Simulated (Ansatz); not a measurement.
Crystal: ZrSe2.

```
CELL_PARAMETERS angstrom
3.79800 0.00000 0.00000
-1.89900 3.28916 0.00000
0.00000 0.00000 6.19200
ATOMIC_POSITIONS crystal
Zr 0.00000 0.00000 0.00000
Se 0.66667 0.33333 0.75000
Se 0.33333 0.66667 0.25000
```

Program: Ansatz 0.2.0. Alike in all runs: task band structure; potentials or basis Ansatz PAW; no spin polarisation; cell as given; smearing fermi-dirac 0.05 eV.

Question: Order these runs on this cell by their band gap on the k mesh, lowest first.
A. level HSE03; k mesh 4 × 4 × 3; cutoff (eV) 420; points for each segment of the path 4; mesh quality coarse
B. level LDA; k mesh 8 × 8 × 5; cutoff (eV) 420; points for each segment of the path 14; mesh quality not flagged
C. level r2SCAN50; k mesh 4 × 4 × 3; cutoff (eV) 500; points for each segment of the path 4; mesh quality coarse
D. level r2SCAN; k mesh 8 × 8 × 5; cutoff (eV) 500; points for each segment of the path 14; mesh quality not flagged
E. level B3LYP; k mesh 4 × 4 × 3; cutoff (eV) 420; points for each segment of the path 4; mesh quality coarse

Answer: B (0.33 eV), D (0.71 eV), A (0.92 eV), E (1.52 eV), C (3.31 eV).

Caveats: some runs use coarse meshes; the k mesh misses the band edges, so the gap on the mesh is wider than the one along the path (some runs).

Runs at the PBE level aren't shown here.
